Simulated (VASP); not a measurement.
# Mg2Ge (Fm-3m) in VASP: further runs

One crystal, Mg2Ge, is run at these levels: PBE, r2SCAN; tasks: single point, relaxation of cell and atoms.

All numbers are computed with VASP 6.6.1; they aren't measurements. Logs are shortened: lines on timing, memory, paths and dates and some standing lists are left out, and cuts for length are marked.

### Step 1. The structure

The structure is cubic, space group Fm-3m (No. 225). The conventional cell has a = 6.418 Å, b = 6.418 Å, c = 6.418 Å, α = 90.00°, β = 90.00°, γ = 90.00°. Around Mg (site symmetry -43m) lie 4 Ge at 2.78 Å. Ge (site symmetry m-3m) is surrounded by 8 Mg at 2.78 Å.

The cell was built by a generator and needn't be a form met in nature.

### Step 2. Single point, PBE

INCAR reads:

```
SYSTEM = Mg2Ge
  ALGO = Fast
  EDIFF = 1E-7
  ENCUT = 520
  GGA = PE
  ISIF = 2
  ISMEAR = 1
  LASPH = .True.
  LCHARG = .False.
  LREAL = .False.
  LWAVE = .False.
  NBANDS = 16
  NELM = 80
  PREC = Accurate
  SIGMA = 0.0105
```

KPOINTS reads:

```
k-points
0
Gamma
  5 5 5
  0 0 0
```

POSCAR reads:

```
Mg2Ge
1.0
    0.0000000000      3.2088887233      3.2088887233
    3.2088887233      0.0000000000      3.2088887233
    3.2088887233      3.2088887233      0.0000000000
Mg Ge
2 1
Direct
    0.2500000000      0.2500000000      0.2500000000
    0.7500000000      0.7500000000      0.7500000000
    0.0000000000      0.0000000000      0.0000000000
```

Potentials or basis: VASP PAW PBE potentials, release 64 (Mg, Ge_d).

Run with:

```bash
$ cat potpaw_PBE.64/Mg/POTCAR potpaw_PBE.64/Ge_d/POTCAR > POTCAR
$ mpirun -np 1 vasp_std > vasp.out
```

OUTCAR:

```text
SYSTEM = Mg2Ge
   EDIFF = 1E-7
   ENCUT = 520
   GGA = PE
   ISIF = 2
   ISMEAR = 1
   LASPH = .True.
   LREAL = .False.
   NELM = 80
   PREC = Accurate

 ion  position               nearest neighbor table
   1  0.250  0.250  0.250-   3 2.78   3 2.78   3 2.78   3 2.78   2 3.21   2 3.21   2 3.21   2 3.21
                             2 3.21   2 3.21
   2  0.750  0.750  0.750-   3 2.78   3 2.78   3 2.78   3 2.78   1 3.21   1 3.21   1 3.21   1 3.21
                             1 3.21   1 3.21
   3  0.000  0.000  0.000-   2 2.78   2 2.78   2 2.78   1 2.78   2 2.78   1 2.78   1 2.78   1 2.78

  LATTYP: Found a face centered cubic cell.
 ALAT       =     6.4177774466

  Lattice vectors:

 A1 = (   0.0000000000,   3.2088887233,   3.2088887233)
 A2 = (   3.2088887233,   0.0000000000,   3.2088887233)
 A3 = (   3.2088887233,   3.2088887233,   0.0000000000)

Analysis of symmetry for initial positions (statically):
=====================================================================
 Subroutine PRICEL returns:
 Original cell was already a primitive cell.

 Routine SETGRP: Setting up the symmetry group for a
 face centered cubic supercell.

 Subroutine GETGRP returns: Found 48 space group operations
 (whereof 48 operations were pure point group operations)
 out of a pool of 48 trial point group operations.

The static configuration has the point symmetry O_h .

Analysis of symmetry for dynamics (positions and initial velocities):
=====================================================================
 Subroutine PRICEL returns:
 Original cell was already a primitive cell.

 Routine SETGRP: Setting up the symmetry group for a
 face centered cubic supercell.

 Subroutine GETGRP returns: Found 48 space group operations
 (whereof 48 operations were pure point group operations)
 out of a pool of 48 trial point group operations.

The dynamic configuration has the point symmetry O_h .

 Subroutine INISYM returns: Found 48 space group operations
 (whereof 48 operations are pure point group operations),
 and found     1 'primitive' translations

----------------------------------------------------------------------------------------

                                     Primitive cell

  volume of cell :      66.0836

  direct lattice vectors                    reciprocal lattice vectors
     0.000000000  3.208888723  3.208888723    -0.155817183  0.155817183  0.155817183
     3.208888723  0.000000000  3.208888723     0.155817183 -0.155817183  0.155817183
     3.208888723  3.208888723  0.000000000     0.155817183  0.155817183 -0.155817183

  length of vectors
     4.538053953  4.538053953  4.538053953     0.269883277  0.269883277  0.269883277

  position of ions in fractional coordinates (direct lattice)
     0.250000000  0.250000000  0.250000000
     0.750000000  0.750000000  0.750000000
     0.000000000  0.000000000  0.000000000

  ion indices of the primitive-cell ions
   primitive index   ion index
                 1           1
                 2           2
                 3           3

----------------------------------------------------------------------------------------

 KPOINTS: k-points

Automatic generation of k-mesh.
 Grid dimensions read from file:
 generate k-points for:    5    5    5

 Generating k-lattice:

  Cartesian coordinates                     Fractional coordinates (reciprocal lattice)
    -0.031163437  0.031163437  0.031163437     0.200000000  0.000000000  0.000000000
     0.031163437 -0.031163437  0.031163437     0.000000000  0.200000000  0.000000000
     0.031163437  0.031163437 -0.031163437     0.000000000  0.000000000  0.200000000

  Length of vectors
     0.053976655  0.053976655  0.053976655

  Shift w.r.t. Gamma in fractional coordinates (k-lattice)
     0.000000000  0.000000000  0.000000000

 Subroutine IBZKPT returns following result:
 ===========================================

 Found     10 irreducible k-points:

 Following reciprocal coordinates:
            Coordinates               Weight
  0.000000  0.000000  0.000000      1.000000
  0.200000  0.000000  0.000000      8.000000
  0.400000  0.000000  0.000000      8.000000
  0.200000  0.200000  0.000000      6.000000
  0.400000  0.200000  0.000000     24.000000
 -0.400000  0.200000  0.000000     24.000000
 -0.200000  0.200000  0.000000     12.000000
  0.400000  0.400000  0.000000      6.000000
 -0.400000  0.400000  0.000000     12.000000
 -0.400000  0.400000  0.200000     24.000000
   k-points           NKPTS =     10   k-points in BZ     NKDIM =     10   number of bands    NBANDS=     16
   number of dos      NEDOS =    301   number of ions     NIONS =      3
   total plane-waves  NPLWV =  46656
   dimension x,y,z NGX =    36 NGY =   36 NGZ =   36
   dimension x,y,z NGXF=    72 NGYF=   72 NGZF=   72
   ions per type =               2   1
   NGX,Y,Z   is equivalent  to a cutoff of  13.19, 13.19, 13.19 a.u.
   NGXF,Y,Z  is equivalent  to a cutoff of  26.38, 26.38, 26.38 a.u.
 SYSTEM =  Mg2Ge
   PREC   = accura    normal or accurate (medium, high low for compatibility)
   ISTART =      0    job   : 0-new  1-cont  2-samecut
   ICHARG =      2    charge: 1-file 2-atom 10-const
   ISPIN  =      1    spin polarized calculation?
   LNONCOLLINEAR =      F non collinear calculations
   LSORBIT =      F    spin-orbit coupling
   LASPH  =      T    aspherical Exc in radial PAW
   ENCUT  =  520.0 eV  38.22 Ry    6.18 a.u.   8.44  8.44  8.44*2*pi/ulx,y,z
   NELM   =     80;   NELMIN=  2; NELMDL= -5     # of ELM steps
   EDIFF  = 0.1E-06   stopping-criterion for ELM
   LREAL  =      F    real-space projection
   EDIFFG = 0.1E-05   stopping-criterion for IOM
   NSW    =      0    number of steps for IOM
   IBRION =     -1    ionic relax: 0-MD 1-quasi-New 2-CG
   NFREE  =      0    steps in history (QN), initial steepest desc. (CG)
   ISIF   =      2    stress and relaxation
   ISYM   =      2    0-nonsym 1-usesym 2-fastsym
   POTIM  = 0.5000    time-step for ionic-motion
   TEBEG  =    0.0;   TEEND  =   0.0 temperature during run
   PSTRESS=    0.0 pullay stress
   NELECT =      18.0000    total number of electrons
   NUPDOWN=      -1.0000    fix difference up-down
   EMIN   =  10.00;   EMAX   =-10.00  energy-range for DOS
   EFERMI =   0.00;   METHOD = LEGACY
   ISMEAR =     1;   SIGMA  =   0.01  broadening in eV -4-tet -1-fermi 0-gaus
   EFERMI_NEDOS =   21; number of points for ismear=-14 and -15
   IALGO  =     68    algorithm
   IMIX   =      4    mixing-type and parameters
     AMIX     =   0.40;   BMIX     =  1.00
     AMIX_MAG =   1.60;   BMIX_MAG =  1.00
  volume/ion in A,a.u.               =      22.03       148.65
  Fermi-wavevector in a.u.,A,eV,Ry     =   1.061209  2.005395 15.322405  1.126165
  Thomas-Fermi vector in A             =   2.196617
   LORBIT       =      0    0 simple, 1 ext, 2 COOP (PROOUT), +10 PAW based schemes
   GGA     = PE    functional components
   LHFCALC =     F    Hartree Fock is set to
   AEXX    =    0.0000 exact exchange contribution
   IVDW    =     0    specifies the selected vdW correction
   LEPSILON=     F    determine dielectric tensor
   LRPA    =     F    only Hartree local field effects (RPA)
 non-spin polarized calculation
 RMM-DIIS sequential band-by-band and
 Methfessel and Paxton  Order N= 1 SIGMA  =   0.01
  energy-cutoff  :      520.00
  volume of cell :       66.08
 maximum number of plane-waves:      1807
 NGX is ok and might be reduce to    36
   NGX = 17   NGY = 17   NGZ = 17

 number of electron      18.0000013 magnetization

 Free energy of the ion-electron system (eV)
  ---------------------------------------------------
  ext. energy  EPLUGINS =         0.00000000
  ---------------------------------------------------
  free energy    TOTEN  =        -8.29605915 eV

  energy without entropy =       -8.29607376  energy(sigma->0) =       -8.29606402

 E-fermi :   3.4623     XC(G=0):  -9.0173

 val. band max:        3.4534798867   @ k =   0.0000   0.0000   0.0000
 cond. band min:       3.8598958004   @ k =   0.4000   0.4000   0.0000
 fundamental gap:      0.4064159137
 Fermi energy:         3.4623176526

 k-point     1 :       0.0000    0.0000    0.0000
  band No.  band energies     occupation
      1     -20.2198      2.00000
      2     -20.2198      2.00000
      3     -20.2198      2.00000
      4     -20.2025      2.00000
      5     -20.2025      2.00000
      6      -6.2255      2.00000
[... 8 lines left out ...]
     15       9.5106      0.00000
     16       9.5106      0.00000

 k-point     2 :       0.2000    0.0000    0.0000
  band No.  band energies     occupation
      1     -20.2198      2.00000
      2     -20.2195      2.00000
      3     -20.2195      2.00000
      4     -20.2024      2.00000
      5     -20.2024      2.00000
      6      -5.9073      2.00000
[... 8 lines left out ...]
     15       8.4965      0.00000
     16       9.4581      0.00000

 k-point     3 :       0.4000    0.0000    0.0000
  band No.  band energies     occupation
      1     -20.2196      2.00000
      2     -20.2189      2.00000
      3     -20.2189      2.00000
      4     -20.2023      2.00000
      5     -20.2023      2.00000
      6      -5.1888      2.00000
[... 8 lines left out ...]
     15      10.2416      0.00000
     16      10.6278      0.00000

 k-point     4 :       0.2000    0.2000    0.0000
  band No.  band energies     occupation
      1     -20.2202      2.00000
      2     -20.2191      2.00000
      3     -20.2191      2.00000
      4     -20.2027      2.00000
      5     -20.2021      2.00000
      6      -5.7999      2.00000
[... 8 lines left out ...]
     15      10.0551      0.00000
     16      11.3845      0.00000

 k-point     5 :       0.4000    0.2000    0.0000
  band No.  band energies     occupation
      1     -20.2201      2.00000
      2     -20.2187      2.00000
      3     -20.2185      2.00000
      4     -20.2027      2.00000
      5     -20.2020      2.00000
      6      -5.1886      2.00000
[... 8 lines left out ...]
     15      11.2204      0.00000
     16      11.2658      0.00000

 k-point     6 :      -0.4000    0.2000    0.0000
  band No.  band energies     occupation
      1     -20.2194      2.00000
      2     -20.2189      2.00000
      3     -20.2185      2.00000
      4     -20.2025      2.00000
      5     -20.2022      2.00000
      6      -4.8485      2.00000
[... 8 lines left out ...]
     15       9.8663      0.00000
     16      11.1059      0.00000

 k-point     7 :      -0.2000    0.2000    0.0000
  band No.  band energies     occupation
      1     -20.2196      2.00000
      2     -20.2191      2.00000
      3     -20.2190      2.00000
      4     -20.2025      2.00000
      5     -20.2023      2.00000
      6      -5.4357      2.00000
[... 8 lines left out ...]
     15      11.2902      0.00000
     16      11.3074      0.00000

 k-point     8 :       0.4000    0.4000    0.0000
  band No.  band energies     occupation
      1     -20.2208      2.00000
      2     -20.2179      2.00000
      3     -20.2179      2.00000
      4     -20.2031      2.00000
      5     -20.2016      2.00000
      6      -4.8149      2.00000
[... 8 lines left out ...]
     15      11.5944      0.00000
     16      13.7248      0.00000

 k-point     9 :      -0.4000    0.4000    0.0000
  band No.  band energies     occupation
      1     -20.2203      2.00000
      2     -20.2181      2.00000
      3     -20.2179      2.00000
      4     -20.2029      2.00000
      5     -20.2017      2.00000
      6      -4.5649      2.00000
[... 8 lines left out ...]
     15      10.3336      0.00000
     16      13.9996      0.00000

 k-point    10 :      -0.4000    0.4000    0.2000
  band No.  band energies     occupation
      1     -20.2197      2.00000
      2     -20.2189      2.00000
      3     -20.2179      2.00000
      4     -20.2027      2.00000
      5     -20.2019      2.00000
      6      -4.6926      2.00000
[... 8 lines left out ...]
     15      10.7297      0.00000
     16      13.3543      0.00000

------------------------ aborting loop because EDIFF is reached ----------------------------------------

  FORCE on cell =-STRESS in cart. coord.  units (eV):
  Direction    XX          YY          ZZ          XY          YZ          ZX
  --------------------------------------------------------------------------------------
  -------------------------------------------------------------------------------------
  Total       -0.0762367     -0.0762367     -0.0762367      0.0000000      0.0000000      0.0000000
  in kB       -1.8483347     -1.8483347     -1.8483347      0.0000000      0.0000000      0.0000000
  external PRESSURE =      -1.8483347 kB  Pullay stress =       0.0000000 kB

 VOLUME and BASIS-vectors are now :
 -----------------------------------------------------------------------------
  energy-cutoff  :      520.00
  volume of cell :       66.08
      direct lattice vectors                 reciprocal lattice vectors
     0.000000000  3.208888723  3.208888723    -0.155817183  0.155817183  0.155817183
     3.208888723  0.000000000  3.208888723     0.155817183 -0.155817183  0.155817183
     3.208888723  3.208888723  0.000000000     0.155817183  0.155817183 -0.155817183

 POSITION                                       TOTAL-FORCE (eV/Angst)
 -----------------------------------------------------------------------------------
      1.60444      1.60444      1.60444         0.000000      0.000000     -0.000000
      4.81333      4.81333      4.81333        -0.000000     -0.000000     -0.000000
      0.00000      0.00000      0.00000         0.000000      0.000000      0.000000
 -----------------------------------------------------------------------------------
    total drift:                               -0.000000      0.000000      0.000000

  FREE ENERGIE OF THE ION-ELECTRON SYSTEM (eV)
  ---------------------------------------------------
  free  energy   TOTEN  =        -8.2960591459 eV

  energy  without entropy=       -8.2960737567  energy(sigma->0) =       -8.29606402
```

Wall time 12 s (1 thread of Intel Xeon 6975P-C (Granite Rapids), shared host); peak memory 0.2 GiB.

Results:

```yaml
Free_energy: -8.2961 eV
Pressure: -0.2 GPa
Band_gap_on_the_k_mesh: 0.41 eV, indirect (least direct gap 0.95 eV)
```

Caveat: an odd mesh through Γ misses points on the zone boundary, where band edges often lie.

### Step 3. Relaxation of cell and atoms, PBE

This run uses another cell than the first one, of 23.48 Å³/atom, 1.066 times its volume.

INCAR reads:

```
SYSTEM = Mg2Ge
ALGO     = Normal         ! electronic algorithm
EDIFF    = 1E-6           ! SCF threshold, eV
EDIFFG   = -0.01          ! ionic threshold
ENCUT    = 600            ! plane-wave cutoff, eV
GGA      = PE             ! functional
IBRION   = 2              ! ionic algorithm
ISIF     = 3              ! what is computed and relaxed
ISMEAR   = 1              ! smearing method
LASPH    = .True.         ! aspherical terms in the spheres
LCHARG   = .False.        ! write CHGCAR
LREAL    = .False.        ! projectors in reciprocal space
LWAVE    = .False.        ! write WAVECAR
NELM     = 80             ! most SCF steps
NSW      = 60             ! ionic steps
PREC     = Accurate       ! precision mode
SIGMA    = 0.0105         ! smearing width, eV
```

KPOINTS is that of step 2.

POSCAR reads:

```
Mg2Ge
1.0
    0.0000000000      3.2779900000      3.2779900000
    3.2779900000      0.0000000000      3.2779900000
    3.2779900000      3.2779900000      0.0000000000
Mg Ge
2 1
Direct
    0.2500000000      0.2500000000      0.2500000000
    0.7500000000      0.7500000000      0.7500000000
    0.0000000000      0.0000000000      0.0000000000
```

Potentials or basis: VASP PAW PBE potentials, release 64 (Mg, Ge_d).

Run with:

```bash
$ cat potpaw_PBE.64/Mg/POTCAR potpaw_PBE.64/Ge_d/POTCAR > POTCAR
$ mpirun -np 1 vasp_std > vasp.out
```

Wall time 33 s (1 thread of Intel Xeon 6975P-C (Granite Rapids), shared host); peak memory 0.24 GiB.

The run converged. Its results:

```
Free energy                            : -8.2967 eV
Relaxed volume                         : 21.96 Å³/atom
Relaxed cell                           : a = 4.533 Å, b = 4.533 Å, c = 4.533 Å, α = 60.00°, β = 60.00°, γ = 60.00°
Space group after relaxing (to 0.05 Å) : Fm-3m (No. 225)
Energy gained by relaxing              : 15.1 meV/atom
Ionic steps                            : 3
Pressure after relaxing                : 0.0 GPa
Band gap on the k mesh                 : 0.40 eV, indirect (least direct gap 0.97 eV)
```

Step by step:
| step | energy change (eV) | largest force (eV/Å) | pressure (GPa) | volume (Å³) |
| --- | --- | --- | --- | --- |
| 1 | 0.0000 | 0.0000 | -2.99 | 70.45 |
| 2 | -0.0452 | 0.0000 | -0.15 | 66.07 |
| 3 | -0.0453 | 0.0000 | 0.02 | 65.88 |

Final structure:
```
Mg Ge
1.0
     0.00000    3.20561    3.20561
     3.20561    0.00000    3.20561
     3.20561    3.20561    0.00000
Mg Ge
2 1
Direct
  0.25000 0.25000 0.25000
  0.75000 0.75000 0.75000
  0.00000 0.00000 0.00000
```

Levels at points of the mesh, in eV from the valence-band top:
```tsv
k point	band 5	band 6	band 7	band 8	band 9	band 10	band 11	band 12	band 13
(0.00, 0.00, 0.00)	-23.66	-9.69	0.00	0.00	0.00	0.97	2.77	2.77	2.77
```

Caveat: an odd mesh through Γ misses points on the zone boundary, where band edges often lie.

### Step 4. Single point, PBE

INCAR reads:

```
SYSTEM = Mg2Ge
ALGO = Fast
EDIFF = 1E-6
ENCUT = 520
GGA = PE
ISIF = 2
ISMEAR = 1
ISYM = 0
LASPH = .True.
LCHARG = .True.
LELF = .True.
LREAL = .False.
LVHAR = .True.
LWAVE = .False.
NBANDS = 16
NELM = 100
PREC = Accurate
SIGMA = 0.0105
```

KPOINTS is that of step 3.

POSCAR reads:

```
Mg2Ge
1.0
    0.0000914396      3.2079912474      3.2081693581
    3.2082633301      0.0000203611      3.2082404366
    3.2082210378      3.2080200335      0.0000626535
Mg Ge
2 1
Direct
    0.2507096514      0.2498629241      0.2499859794
    0.7507693114      0.7498342986      0.7500137637
    0.0007691255     -0.0001724499      0.0000010510
```

Run with:

```bash
$ cat potpaw_PBE.64/Mg/POTCAR potpaw_PBE.64/Ge_d/POTCAR > POTCAR
$ mpirun -np 1 vasp_std > vasp.out
```

It took 59 s on 1 thread of Intel Xeon 6975P-C (Granite Rapids), shared host; peak memory 0.24 GiB.

The run converged. Its results:

```yaml
Free_energy: -8.2961 eV
Pressure: -0.2 GPa
Band_gap_on_the_k_mesh: 0.41 eV, indirect (least direct gap 0.95 eV)
```

Levels at points of the mesh, in eV from the valence-band top:
```csv
k point,band 7,band 8,band 9,band 10,band 11,band 12
"(0.00, 0.00, 0.00)",0.00,0.00,0.00,0.95,2.77,2.77
```

Caveat: an odd mesh through Γ misses points on the zone boundary, where band edges often lie.

[end of part 1 of 2]
